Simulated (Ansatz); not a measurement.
**CdS: frozen-core PAW against all-electron methods**

```yaml
crystal:
  lattice:
    - [0.00000, 2.97238, 2.94295]
    - [2.97238, 0.00000, 2.94295]
    - [2.97238, 2.97238, 0.00000]
  atoms:
    - { symbol: Cd, position: [0.00000, 0.00000, 0.00000] }
    - { symbol: S, position: [0.75000, 0.75000, 0.75000] }
```

Atom numbers follow the list: Cd1, S2.

Structure from Materials Project entry mp-2469 (possibly hypothetical), not relaxed further. The listed cell was then made from it by scaling, straining or moving an atom.

Levels of theory: DFT, PBE, PAW with Ansatz's default frozen-core files, scalar-relativistic (Ansatz 0.2.0); DFT, PBE, all-electron PAW with datasets made for the crystal, scalar-relativistic (Ansatz 0.2.0); DFT, PBE, all-electron LAPW, scalar-relativistic (Ansatz 0.2.0).

For PAW: a Γ-centred 7×7×7 k mesh, Fermi–Dirac smearing of 0.02 eV, cutoff 420 eV, no spin polarisation. The crystal-made all-electron datasets (AE datasets) take a cutoff of 240 eV at this cell. LAPW targets a basis error of 0.5 meV/atom. The Ansatz runs share mesh, smearing and spin set-up. Plane-wave (PAW) pressures include the program's estimate of the Pulay term.

Stress and pressure are positive in compression.

The change that made this cell: equal xx and yy strain of +1 %.

No spin–orbit coupling: at heavy atoms the gradients can be off by tens of per cent for that reason.

```csv
quantity,PAW,AE datasets,LAPW
pressure (GPa),0.04,0.07,0.07
stress xx (GPa),-0.02,0.00,0.01
stress zz (GPa),0.17,0.19,0.20
band gap (eV),1.024,1.024,1.024
field gradient Vzz at Cd1 (10²¹ V/m²),0.32,0.32,–
field gradient Vzz at S2 (10²¹ V/m²),-0.19,-0.19,–
```

PAW's pressure differs from the LAPW value by -0.03 GPa. Datasets made for the crystal and LAPW share parts of one code, so their agreement isn't an independent check.
